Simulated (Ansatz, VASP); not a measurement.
This is a calculation of Sr for Ansatz 0.2.0.

The input input.yaml:

```yaml
crystal:
  lattice:
    - [4.3385438782, 0.0, 0.0]
    - [-2.1692719391, 3.7572892139, 0.0]
    - [0.0, 0.0, 7.0966901024]
  atoms:
    - { symbol: Sr, position: [0.6666666667, 0.3333333333, 0.75] }
    - { symbol: Sr, position: [0.3333333333, 0.6666666667, 0.25] }
hamiltonian:
  xc: pbe
  pseudopotentials: { kind: paw }
kpoints:
  mp_grid: { grid: [7, 7, 4] }
scf:
  occupations: { method: fermi_dirac, width: 0.05 }
output:
  forces: true
  stress: true
  eigenvalues: true
```

Potentials or basis: Ansatz PAW.

Run with:

```bash
$ ansatz run input.yaml --threads 2 --pin off --max-ram 5120MiB --backend cpu --events-out ev --progress --plain --runs-dir out
```

Task: Translate it to VASP 6.6.1. Potentials there: VASP PAW PBE potentials, release 64 (Sr_sv).

Result: As run (the cutoff follows the program's own potentials):

Contents of INCAR:

```
SYSTEM = Sr
PREC     = Accurate       ! precision mode
ENCUT    = 520            ! plane-wave cutoff, eV
EDIFF    = 1E-7           ! SCF threshold, eV
ISMEAR   = -1             ! smearing method
SIGMA    = 0.05           ! smearing width, eV
LREAL    = .FALSE.        ! projectors in reciprocal space
LASPH    = .TRUE.         ! aspherical terms in the spheres
NELM     = 80             ! most SCF steps
ALGO     = Normal         ! electronic algorithm
ISIF     = 2              ! what is computed and relaxed
LWAVE    = .FALSE.        ! write WAVECAR
LCHARG   = .FALSE.        ! write CHGCAR
GGA      = PE             ! functional
NBANDS   = 17             ! bands
```

File KPOINTS:

```
regular mesh
0
G
  7 7 4
  0 0 0
```

Contents of POSCAR:

```
Sr
1.0
    4.3385438782      0.0000000000      0.0000000000
   -2.1692719391      3.7572892139      0.0000000000
    0.0000000000      0.0000000000      7.0966901024
Sr
2
Direct
    0.6666666667      0.3333333333      0.7500000000
    0.3333333333      0.6666666667      0.2500000000
```

Potentials or basis: VASP PAW PBE potentials, release 64 (Sr_sv).

Command:

```bash
$ cat potpaw_PBE.64/Sr_sv/POTCAR > POTCAR
$ mpirun -np 1 vasp_std > vasp.out
```

Both were run:

|  | VASP | Ansatz | Ansatz less VASP |
| --- | --- | --- | --- |
| gap on the k mesh at the Fermi level (eV) | none | none | - |
| pressure (GPa) | -0.5 | -0.5 | 0.00 |
| largest component of the traceless stress (GPa) | 0.31 | 0.32 | +0.004 |

A gap of «none» marks a metal or a gap that the smearing closes. With one functional, cell and mesh, what is left measures potentials, basis and numerics.
